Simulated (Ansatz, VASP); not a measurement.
**Two plane-wave programs on As**

```
As
1.0
     4.94774    0.00000    0.00000
    -2.47387    4.28487    0.00000
     0.00000    0.00000    2.88511
As
3
Direct
  0.00000 0.00000 0.00000
  0.33333 0.66667 0.50000
  0.66667 0.33333 0.50000
```

Alike in both runs: task single point; functional RPBE; k mesh 9 × 9 × 12; occupations fermi-dirac, width 0.1 eV; no spin polarisation.

```csv
,VASP,Ansatz
version,VASP 6.6.1,Ansatz 0.2.0
potentials or method,"VASP PAW PBE potentials, release 64 (As)","plane waves (420 eV) with PAW, scalar-relativistic"
plane-wave cutoff (eV),520,420
valence electrons in the cell,15,45
```

```tsv
	VASP	Ansatz	Ansatz less VASP
pressure (GPa)	-2.5	-2.5	+0.01
largest component of the traceless stress (GPa)	0.38	0.37	-0.008
```

The functional is the same, so the differences come from potentials, cutoffs and numerics. The two sets of potentials don't hold the same shells in valence.

Caveats: the PAW data sets were made with another functional, which shifts forces and pressure a little (VASP).
